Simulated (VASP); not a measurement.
# GaP (R-3m) in VASP: notebook

Aim: see how the results for GaP move with the level of theory and the settings. Levels: PBEsol, RPBE. Tasks: relaxation of cell and atoms.

All numbers are computed with VASP 6.6.1; they aren't measurements. Logs are shortened: lines on timing, memory, paths and dates and some standing lists are left out, and cuts for length are marked.

### 1 The crystal as given

Symmetry: R-3m, No. 166, trigonal system. Conventional cell: a = 3.886 Å, b = 3.886 Å, c = 19.292 Å, α = 90.00°, β = 90.00°, γ = 120.00°. Ga (site symmetry 3m) has 3 P at 2.40 Å and 1 Ga at 2.49 Å as nearest neighbours. P (site symmetry 3m) has 1 P at 2.21 Å and 3 Ga at 2.40 Å as nearest neighbours.

Measurements of this composition are mostly on another form, of space group No. 216.

### 2 Relaxation of cell and atoms, PBEsol

The input, INCAR:

```
SYSTEM = GaP
PREC = Accurate ; ENCUT = 580
EDIFF = 1E-7 ; ISMEAR = 0
SIGMA = 0.02 ; LREAL = .FALSE.
LASPH = .TRUE. ; NELM = 60
ALGO = Normal ; ISIF = 3
LWAVE = .FALSE. ; LCHARG = .FALSE.
GGA = PS ; IBRION = 2
NSW = 90 ; EDIFFG = -0.005
```

The input, KPOINTS:

```
Automatic mesh
0
G
  9 9 9
  0 0 0
```

The input, POSCAR:

```
GaP
1.0
    1.9430151800      1.1218003300      6.4308101000
   -1.9430151800      1.1218003300      6.4308101000
    0.0000000000     -2.2436006700      6.4308101000
Ga P
2 2
Direct
    0.4353720000      0.4353720000      0.4353720000
    0.5646280000      0.5646280000      0.5646280000
    0.0573890000      0.0573890000      0.0573890000
    0.9426110000      0.9426110000      0.9426110000
```

Potentials or basis: VASP PAW PBE potentials, release 64 (Ga, P).

Run with:

```console
> cat potpaw_PBE.64/Ga/POTCAR potpaw_PBE.64/P/POTCAR > POTCAR
> mpirun -np 1 vasp_std > vasp.out
```

OUTCAR:

```text
SYSTEM = GaP
   PREC = Accurate
   ENCUT = 580
   EDIFF = 1E-7
   ISMEAR = 0
   LREAL = .FALSE.
   LASPH = .TRUE.
   NELM = 60
   ISIF = 3
   GGA = PS
   IBRION = 2
   NSW = 90
   EDIFFG = -0.005

 ion  position               nearest neighbor table
   1  0.435  0.435  0.435-   3 2.40   3 2.40   3 2.40   2 2.49
   2  0.565  0.565  0.565-   4 2.40   4 2.40   4 2.40   1 2.49
   3  0.057  0.057  0.057-   4 2.21   1 2.40   1 2.40   1 2.40
   4  0.943  0.943  0.943-   3 2.21   2 2.40   2 2.40   2 2.40

  LATTYP: Found a trigonal (rhomboedric) cell.
 ALAT       =     6.8109516598
 COS(alpha) =     0.8372328404

  Lattice vectors:

 A1 = (   1.9430151800,   1.1218003300,   6.4308101000)
 A2 = (  -1.9430151800,   1.1218003300,   6.4308101000)
 A3 = (   0.0000000000,  -2.2436006700,   6.4308101000)

Analysis of symmetry for initial positions (statically):
=====================================================================
 Subroutine PRICEL returns:
 Original cell was already a primitive cell.

 Routine SETGRP: Setting up the symmetry group for a
 trigonal (rhombohedral) supercell.

 Subroutine GETGRP returns: Found 12 space group operations
 (whereof 12 operations were pure point group operations)
 out of a pool of 12 trial point group operations.

The static configuration has the point symmetry D_3d.

Analysis of symmetry for dynamics (positions and initial velocities):
=====================================================================
 Subroutine PRICEL returns:
 Original cell was already a primitive cell.

 Routine SETGRP: Setting up the symmetry group for a
 trigonal (rhombohedral) supercell.

 Subroutine GETGRP returns: Found 12 space group operations
 (whereof 12 operations were pure point group operations)
 out of a pool of 12 trial point group operations.

The dynamic configuration has the point symmetry D_3d.

 Subroutine INISYM returns: Found 12 space group operations
 (whereof 12 operations are pure point group operations),
 and found     1 'primitive' translations

----------------------------------------------------------------------------------------

                                     Primitive cell

  volume of cell :      84.1025

  direct lattice vectors                    reciprocal lattice vectors
     1.943015180  1.121800330  6.430810100     0.257332009  0.148570705  0.051833801
    -1.943015180  1.121800330  6.430810100    -0.257332009  0.148570705  0.051833801
     0.000000000 -2.243600670  6.430810100     0.000000000 -0.297141410  0.051833801

  length of vectors
     6.810951660  6.810951660  6.810951660     0.301628514  0.301628514  0.301628515

  position of ions in fractional coordinates (direct lattice)
     0.435372000  0.435372000  0.435372000
     0.564628000  0.564628000  0.564628000
     0.057389000  0.057389000  0.057389000
     0.942611000  0.942611000  0.942611000

  ion indices of the primitive-cell ions
   primitive index   ion index
                 1           1
                 2           2
                 3           3
                 4           4

----------------------------------------------------------------------------------------

 KPOINTS: Automatic mesh

Automatic generation of k-mesh.
 Grid dimensions read from file:
 generate k-points for:    9    9    9

 Generating k-lattice:

  Cartesian coordinates                     Fractional coordinates (reciprocal lattice)
     0.028592445  0.016507856  0.005759311     0.111111111  0.000000000  0.000000000
    -0.028592445  0.016507856  0.005759311     0.000000000  0.111111111  0.000000000
     0.000000000 -0.033015712  0.005759311     0.000000000  0.000000000  0.111111111

  Length of vectors
     0.033514279  0.033514279  0.033514279

  Shift w.r.t. Gamma in fractional coordinates (k-lattice)
     0.000000000  0.000000000  0.000000000

 Subroutine IBZKPT returns following result:
 ===========================================

 Found     85 irreducible k-points:

 Following reciprocal coordinates:
            Coordinates               Weight
  0.000000  0.000000  0.000000      1.000000
  0.111111  0.000000  0.000000      6.000000
  0.222222  0.000000  0.000000      6.000000
  0.333333 -0.000000  0.000000      6.000000
  0.444444  0.000000  0.000000      6.000000
  0.111111  0.111111  0.000000      6.000000
[... 16 lines left out ...]
 -0.333333  0.333333  0.000000      6.000000
  0.444444  0.444444  0.000000      6.000000
 [... further k-points ...]
   k-points           NKPTS =     85   k-points in BZ     NKDIM =     85   number of bands    NBANDS=     12
   number of dos      NEDOS =    301   number of ions     NIONS =      4
   total plane-waves  NPLWV = 157464
   dimension x,y,z NGX =    54 NGY =   54 NGZ =   54
   dimension x,y,z NGXF=   108 NGYF=  108 NGZF=  108
   ions per type =               2   2
   NGX,Y,Z   is equivalent  to a cutoff of  13.18, 13.18, 13.18 a.u.
   NGXF,Y,Z  is equivalent  to a cutoff of  26.36, 26.36, 26.36 a.u.
 SYSTEM =  GaP
   PREC   = accura    normal or accurate (medium, high low for compatibility)
   ISTART =      0    job   : 0-new  1-cont  2-samecut
   ICHARG =      2    charge: 1-file 2-atom 10-const
   ISPIN  =      1    spin polarized calculation?
   LNONCOLLINEAR =      F non collinear calculations
   LSORBIT =      F    spin-orbit coupling
   LASPH  =      T    aspherical Exc in radial PAW
   ENCUT  =  580.0 eV  42.63 Ry    6.53 a.u.  13.37 13.37 13.37*2*pi/ulx,y,z
   NELM   =     60;   NELMIN=  2; NELMDL= -5     # of ELM steps
   EDIFF  = 0.1E-06   stopping-criterion for ELM
   LREAL  =      F    real-space projection
   EDIFFG = -.5E-02   stopping-criterion for IOM
   NSW    =     90    number of steps for IOM
   IBRION =      2    ionic relax: 0-MD 1-quasi-New 2-CG
   NFREE  =      1    steps in history (QN), initial steepest desc. (CG)
   ISIF   =      3    stress and relaxation
   ISYM   =      2    0-nonsym 1-usesym 2-fastsym
   POTIM  = 0.5000    time-step for ionic-motion
   TEBEG  =    0.0;   TEEND  =   0.0 temperature during run
   PSTRESS=    0.0 pullay stress
   NELECT =      16.0000    total number of electrons
   NUPDOWN=      -1.0000    fix difference up-down
   EMIN   =  10.00;   EMAX   =-10.00  energy-range for DOS
   EFERMI =   0.00;   METHOD = LEGACY
   ISMEAR =     0;   SIGMA  =   0.02  broadening in eV -4-tet -1-fermi 0-gaus
   EFERMI_NEDOS =   21; number of points for ismear=-14 and -15
   IALGO  =     38    algorithm
   IMIX   =      4    mixing-type and parameters
     AMIX     =   0.40;   BMIX     =  1.00
     AMIX_MAG =   1.60;   BMIX_MAG =  1.00
  volume/ion in A,a.u.               =      21.03       141.89
  Fermi-wavevector in a.u.,A,eV,Ry     =   0.941554  1.779279 12.061892  0.886524
  Thomas-Fermi vector in A             =   2.069076
   LORBIT       =      0    0 simple, 1 ext, 2 COOP (PROOUT), +10 PAW based schemes
   GGA     = PS    functional components
   LHFCALC =     F    Hartree Fock is set to
   AEXX    =    0.0000 exact exchange contribution
   IVDW    =     0    specifies the selected vdW correction
   LEPSILON=     F    determine dielectric tensor
   LRPA    =     F    only Hartree local field effects (RPA)
 conjugate gradient relaxation of ions
 non-spin polarized calculation
 Gauss-broadening in eV      SIGMA  =   0.02
  energy-cutoff  :      580.00
  volume of cell :       84.10
 maximum number of plane-waves:      2716
 NGX is ok and might be reduce to    54
   NGX = 27   NGY = 27   NGZ = 27

--------------------------------------- Ionic step        1  -------------------------------------------

 number of electron      16.0000000 magnetization

 Free energy of the ion-electron system (eV)
  ---------------------------------------------------
  ext. energy  EPLUGINS =         0.00000000
  ---------------------------------------------------
  free energy    TOTEN  =       -19.22408202 eV

  energy without entropy =      -19.22408202  energy(sigma->0) =      -19.22408202

------------------------ aborting loop because EDIFF is reached ----------------------------------------

  FORCE on cell =-STRESS in cart. coord.  units (eV):
  Direction    XX          YY          ZZ          XY          YZ          ZX
  --------------------------------------------------------------------------------------
  -------------------------------------------------------------------------------------
  Total       -0.8287766     -0.8287766     -0.9890957      0.0000000      0.0000000      0.0000000
  in kB      -15.7884448    -15.7884447    -18.8425726      0.0000000      0.0000000      0.0000000
  external PRESSURE =     -16.8064873 kB  Pullay stress =       0.0000000 kB
[... 213 lines left out ...]
  energy  without entropy=      -19.2357788556  energy(sigma->0) =      -19.23577886

--------------------------------------- Ionic step        7  -------------------------------------------

 number of electron      16.0000000 magnetization

 Free energy of the ion-electron system (eV)
  ---------------------------------------------------
  ext. energy  EPLUGINS =         0.00000000
  ---------------------------------------------------
  free energy    TOTEN  =       -19.23578739 eV

  energy without entropy =      -19.23578739  energy(sigma->0) =      -19.23578739

 E-fermi :   3.5984     XC(G=0):  -9.4891

 val. band max:        3.4805018460   @ k =   0.0000   0.0000   0.0000
 cond. band min:       4.2616308140   @ k =  -0.4444  -0.4444   0.1111
 fundamental gap:      0.7811289680
 Fermi energy:         3.5983766052

 k-point     1 :       0.0000    0.0000    0.0000
  band No.  band energies     occupation
      1      -9.8254      2.00000
      2      -7.1233      2.00000
      3      -3.8602      2.00000
      4       1.6343      2.00000
      5       1.6343      2.00000
      6       3.1792      2.00000
      7       3.4805      2.00000
      8       3.4805      2.00000
      9       4.5922      0.00000
     10       5.1590      0.00000
     11       6.2165      0.00000
     12       7.1158      0.00000
[... 331 lines left out ...]
 k-point    24 :       0.4444    0.4444    0.0000
  band No.  band energies     occupation
      1      -8.5450      2.00000
      2      -5.8236      2.00000
      3      -3.6117      2.00000
      4      -3.1512      2.00000
      5      -0.4609      2.00000
      6       0.3229      2.00000
      7       2.2633      2.00000
      8       2.7833      2.00000
      9       4.3463      0.00000
     10       4.8586      0.00000
     11       5.2009      0.00000
     12       7.4647      0.00000

 [... further k-points ...]
[... 5 lines left out ...]
  --------------------------------------------------------------------------------------
  -------------------------------------------------------------------------------------
  Total       -0.0065913     -0.0065913      0.0096052      0.0000000     -0.0000000      0.0000000
  in kB       -0.1284998     -0.1284998      0.1872561      0.0000000     -0.0000000      0.0000000
  external PRESSURE =      -0.0232478 kB  Pullay stress =       0.0000000 kB
[... 19 lines left out ...]
  FREE ENERGIE OF THE ION-ELECTRON SYSTEM (eV)
  ---------------------------------------------------
  free  energy   TOTEN  =       -19.2357873874 eV

  energy  without entropy=      -19.2357873874  energy(sigma->0) =      -19.23578739

 reached required accuracy - stopping structural energy minimisation
```

It took 11 min on 1 thread of Intel Xeon Platinum 8375C at 2.90GHz (Ice Lake), shared host; peak memory 0.48 GiB.

Results:

```
Free energy                            : -19.2358 eV
Relaxed volume                         : 20.55 Å³/atom
Relaxed cell                           : a = 6.762 Å, b = 6.762 Å, c = 6.762 Å, α = 33.12°, β = 33.12°, γ = 33.12°
Space group after relaxing (to 0.05 Å) : R-3m (No. 166)
Energy gained by relaxing              : 2.9 meV/atom
Ionic steps                            : 7
Pressure after relaxing                : 0.0 GPa
Largest force after relaxing           : 0.004 eV/Å
Band gap on the k mesh                 : 0.78 eV, indirect (least direct gap 1.11 eV)
```

Forces on the atoms (eV/Å):
```
Ga   0.000  0.000  0.000
Ga   0.000  0.000  0.000
P    0.000  0.000 -0.004
P    0.000  0.000  0.004
```

The path:
| step | energy change (eV) | largest force (eV/Å) | pressure (GPa) | volume (Å³) |
| --- | --- | --- | --- | --- |
| 1 | 0.0000 | 0.1366 | -1.68 | 84.10 |
| 2 | -0.0088 | 0.1282 | 0.82 | 81.45 |
| 3 | -0.0108 | 0.0835 | 0.03 | 82.23 |
| 4 | -0.0116 | 0.0397 | 0.05 | 82.14 |
| 5 | -0.0116 | 0.0396 | 0.05 | 82.14 |
| 6 | -0.0117 | 0.0114 | -0.01 | 82.20 |
| 7 | -0.0117 | 0.0039 | 0.00 | 82.18 |

Final structure:
```
CELL_PARAMETERS angstrom
1.92750 1.11284 6.38559
-1.92750 1.11284 6.38559
0.00000 -2.22569 6.38559
ATOMIC_POSITIONS crystal
Ga 0.43593 0.43593 0.43593
Ga 0.56407 0.56407 0.56407
P 0.05746 0.05746 0.05746
P 0.94254 0.94254 0.94254
```

Caveat: the PAW data sets were made with another functional, which shifts forces and pressure a little; an odd mesh through Γ misses points on the zone boundary, where band edges often lie.

### 3 Relaxation of cell and atoms, RPBE

The input, INCAR:

```
SYSTEM = GaP
PREC = Accurate ; ENCUT = 600
EDIFF = 1E-7 ; ISMEAR = 0
SIGMA = 0.02 ; LREAL = .FALSE.
LASPH = .TRUE. ; NELM = 60
ALGO = Normal ; ISIF = 3
LWAVE = .FALSE. ; LCHARG = .FALSE.
GGA = RP ; IBRION = 2
NSW = 90 ; EDIFFG = -0.005
```

KPOINTS is that of step 2.

POSCAR is that of step 2.

Potentials or basis: VASP PAW PBE potentials, release 64 (Ga_d, P).

Run with:

```console
> cat potpaw_PBE.64/Ga_d/POTCAR potpaw_PBE.64/P/POTCAR > POTCAR
> mpirun -np 1 vasp_std > vasp.out
```

Run time: 23 min. Hardware: 1 thread of Intel Xeon Platinum 8375C at 2.90GHz (Ice Lake), shared host; peak memory 0.53 GiB.

It converged, with:

```
Free energy                            : -16.4012 eV
Relaxed volume                         : 21.62 Å³/atom
Relaxed cell                           : a = 6.871 Å, b = 6.871 Å, c = 6.871 Å, α = 33.18°, β = 33.18°, γ = 33.18°
Space group after relaxing (to 0.05 Å) : R-3m (No. 166)
Energy gained by relaxing              : 3.4 meV/atom
Ionic steps                            : 6
Pressure after relaxing                : 0.0 GPa
Largest force after relaxing           : 0.004 eV/Å
Band gap on the k mesh                 : 1.03 eV, indirect (least direct gap 1.14 eV)
```

Forces in eV/Å, atoms in the order of the input:
```
Ga   0.000  0.000 -0.004
Ga   0.000  0.000  0.004
P    0.000  0.000 -0.001
P    0.000  0.000  0.001
```

The path:
```csv
step,energy change (eV),largest force (eV/Å),pressure (GPa),volume (Å³)
1,0.0000,0.0531,1.89,84.10
2,-0.0122,0.0731,-0.52,87.16
3,-0.0135,0.0636,-0.01,86.43
4,-0.0137,0.0227,0.01,86.46
5,-0.0137,0.0213,0.02,86.46
6,-0.0137,0.0043,-0.01,86.49
```

Final structure:
```yaml
crystal:
  lattice:
    - [1.96178, 1.13264, 6.48719]
    - [-1.96178, 1.13264, 6.48719]
    - [0.00000, -2.26527, 6.48719]
  atoms:
    - { symbol: Ga, position: [0.43539, 0.43539, 0.43539] }
    - { symbol: Ga, position: [0.56461, 0.56461, 0.56461] }
    - { symbol: P, position: [0.05718, 0.05718, 0.05718] }
    - { symbol: P, position: [0.94282, 0.94282, 0.94282] }
```

Levels at points of the mesh, in eV from the valence-band top:
```
           k point  band 16  band 17  band 18  band 19  band 20  band 21
(0.00, 0.00, 0.00)    -0.29     0.00     0.00     1.19     1.37     2.77
```

Caveat: the PAW data sets were made with another functional, which shifts forces and pressure a little; an odd mesh through Γ misses points on the zone boundary, where band edges often lie. Expect the measured gap to be larger: semilocal functionals such as RPBE lack the derivative discontinuity.
